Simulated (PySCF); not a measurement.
The vertical singlet excitations below were computed for one of the candidates. Theory: PySCF 2.14.0, density-fitted response routines, TDDFT CAM-B3LYP/def2-SVPD, vertical, gas phase, core orbitals frozen in the response. Geometries: PBE0-D3(BJ)/def2-SVP, one conformer each.

```tsv
state	E (eV)	f	main configurations (H = HOMO, L = LUMO)
S1	6.13	0.070	H→L (97%)
S2	6.24	0.0000	H→L+1 (64%), H→L+4 (35%)
S3	7.40	0.0005	H→L+2 (92%)
S4	7.51	0.046	H-1→L+1 (72%), H-1→L+4 (26%)
S5	7.53	0.0001	H→L+4 (57%), H→L+1 (31%), H→L+7 (9%)
S6	7.53	0.0070	H→L+3 (47%), H-1→L+2 (26%), H-1→L (22%)
S7	7.72	0.160	H→L+3 (47%), H-1→L+2 (31%), H-1→L (19%)
S8	8.26	0.035	H-1→L+3 (77%), H-1→L+5 (20%)
S9	8.47	0.090	H→L+5 (40%), H-1→L (29%), H-1→L+2 (23%)
S10	8.60	0.145	H→L+5 (51%), H-1→L (27%), H-1→L+2 (16%)
```

Orbital energies (eV): HOMO-3 -11.98, HOMO-2 -11.94, HOMO-1 -9.80, HOMO -8.74, LUMO 0.85, LUMO+1 0.99, LUMO+2 1.21.

Question: Which candidate is it?
A. 1-buten-3-yne, `C#CC=C`
B. methylenecyclopropane, `C=C1CC1`
C. BeMe(NH2), `[CH3][Be][NH2]`

Answer: C. Its S1 lies at 6.13 eV; the nearest of the others has S1 at 6.71 eV. S1 is HOMO→LUMO (97%). Löwdin shares by element: HOMO nitrogen 72%, hydrogen 17% or more, beryllium 9%; LUMO beryllium 64%, hydrogen 18% or more, carbon 8%. At the same level the other candidates give, for their lowest levels:
- `C=C1CC1`: 6.71 eV (f 0.000); 7.24 eV (f 0.467); 7.28 eV (f 0.020); 7.44 eV (f 0.001); 8.02 eV (f 0.000); T1 4.30 eV; HOMO -8.76, LUMO 1.19 eV
- `C#CC=C`: 5.41 eV (f 0.000); 5.66 eV (f 0.247); 6.16 eV (f 0.001); 7.12 eV (f 0.001); 7.61 eV (f 0.439); T1 3.41 eV; HOMO -8.45, LUMO 0.06 eV
Triplets come from the Tamm–Dancoff approximation.
